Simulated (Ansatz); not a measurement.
## Ge started on a Si site in diamond Si, 128 atoms, charge 0

All numbers come from Ansatz (PAW, plane waves, no spin–orbit coupling) at the single k point (¼, ¼, ¼) without its symmetry partners. The atoms were relaxed with PBEsol in a fixed cell; other functionals are single points on those atoms unless said otherwise. The valence top and gap of the host come from its small cell on a dense mesh, with the band extrema sought between the mesh points, lined up by the mean potential, PBEsol gap 0.46 eV, HSE06 gap 1.13 eV.

Cell: a = 15.366 Å, b = 15.366 Å, c = 15.366 Å, α = 60.00°, β = 60.00°, γ = 60.00°.

Nearest atoms after relaxation, from the placed atom (for vacancies from the middle of the vacant sites): Si at 2.39 Å, Si at 2.39 Å, Si at 2.39 Å, Si at 2.39 Å.

Chemical potentials μ are those of reference phases of the elements at zero temperature by the same functional (the usual solids, diamond for C, grey Sn, and the molecules H2, N2, O2, F2, Cl2, Br2 and S8).

```csv
functional,E(defect) − E(host) − Σ nμ + q·E_VBM (eV),monopole (eV),alignment (eV),formation energy at E_F = VBM (eV),moment (μB),"wall time, shared host"
PBEsol,0.04,0.00,0.00,0.04,0 (no spin),4.8 s on NVIDIA GB200 (relaxation)
```

(1) Estimate the formation energy and moment that HSE06 gives on these atoms.

HSE06 one-electron levels near the gap (the ten most localised at most), from the host's valence top:

| level (eV) | spin | filling | atoms sharing it | element of the atom with most weight |
| --- | --- | --- | --- | --- |
| -0.10 | both | 2.00 | 127.7 | spread |
| -0.10 | both | 2.00 | 127.7 | spread |
| 1.32 | both | 0.00 | 127.3 | spread |
| 1.33 | both | 0.00 | 127.2 | spread |
| 1.33 | both | 0.00 | 127.2 | spread |

One k point and a cell of this size can leave errors of several tenths of an eV in such numbers.

Answers

(1) 0.05 eV at E_F = VBM, moment 0 (no spin).

Replacing Si by Ge costs almost nothing relative to the elemental solids: 0.04 eV with PBEsol and 0.05 eV with HSE06. This is what isovalent substitution should give. Ge brings the same number of valence electrons and forms similar, nearly nonpolar covalent bonds, so no bond is left broken and no carrier is needed to balance the charge. The small remaining cost probably reflects size mismatch, as the Ge–Si distances of 2.39 Å are slightly longer than the host bond and the surrounding lattice must accommodate the larger atom. The near-zero energy fits the well-known complete miscibility of Si and Ge, where configurational entropy easily outweighs a weak mixing penalty.

The listed levels are all spread over essentially the whole cell and look like host band states, not states bound to Ge. They therefore give no sign of a deep trap in the neutral cell, in keeping with the electrically inactive character of Ge in Si. A single substituted atom doesn't show whether Ge atoms would attract or avoid one another.
